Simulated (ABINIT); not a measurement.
CdSe:

```
Cd Se
1.0
     0.00000    3.07027    3.07027
     3.07027    0.00000    3.07027
     3.07027    3.07027    0.00000
Cd Se
1 1
Cartesian
  0.0000 0.0000 0.0000
  1.5351 1.5351 1.5351
```

Measurements of this composition are mostly on another form, of space group No. 186.

| Item | Value |
| --- | --- |
| Program | ABINIT 10.8.3 (patched build) |
| Task | relaxation of cell and atoms |
| Functional | PBEsol |
| Potentials or basis | PseudoDojo NC SR PBEsol v0.4.1 standard |
| Cutoff | 1388 eV |
| k mesh | 6 × 6 × 6 |
| Occupations | fermi-dirac, width 0.05 eV |
| Spin | no spin polarisation |

At the start: pressure -1.4 GPa; volume 28.94 Å³/atom.

Q: Where does the relaxation end?

A: Over 4 steps the energy falls by 3.5 meV/atom and the volume is 28.15 Å³/atom (-2.7 %); space group F-43m (No. 216, to 0.05 Å).

The path:
```
step  energy change (eV)  largest force (eV/Å)  pressure (GPa)  volume (Å³)
   1              0.0000                0.0000           -1.36        57.88
   2             -0.0019                0.0000           -1.17        57.64
   3             -0.0069                0.0000            0.05        56.24
   4             -0.0069                0.0000            0.00        56.30
```

Final structure:
```
Cd Se
1.0
     0.00000    3.04192    3.04192
     3.04192    0.00000    3.04192
     3.04192    3.04192    0.00000
Cd Se
1 1
Cartesian
  0.0000 0.0000 0.0000
  1.5210 1.5210 1.5210
```
